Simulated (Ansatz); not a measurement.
Input and command of a plane-wave DFT calculation in Ansatz:

```yaml
crystal:
  lattice:
    - [4.2223528011, 0.0, 0.0]
    - [0.0, 4.2223528011, 0.0]
    - [0.0, 0.0, 3.884564577]
  atoms:
    - { symbol: Cu, position: [0.25, 0.25, 0.25] }
    - { symbol: Cu, position: [0.25, 0.75, 0.75] }
    - { symbol: Cu, position: [0.75, 0.75, 0.25] }
    - { symbol: Cu, position: [0.75, 0.25, 0.75] }
    - { symbol: O, position: [0.0, 0.0, 0.0] }
    - { symbol: O, position: [0.5, 0.5, 0.5] }
basis:
  ecutwfc: 420
kpoints:
  mp_grid: { grid: [8, 8, 8] }
hamiltonian:
  xc: pbesol
scf:
  occupations: { method: gaussian, width: 0.05 }
output:
  forces: true
  stress: true
  eigenvalues: true
```

```bash
ansatz run input.yaml --threads 2 --pin off --max-ram 5120MiB --backend cpu --events-out ev --progress --plain --runs-dir out
```

Processor: Arm Neoverse V1, 2 threads, on a host shared with other jobs.

How long does it run, and how much memory does it take?

About 7.2 s on 2 threads of Arm Neoverse V1 (shared host), peak memory 0.47 GiB. It solves 53 bands at 75 k points (the mesh reduced by symmetry) with about 1345 plane waves, in 7 SCF iterations.
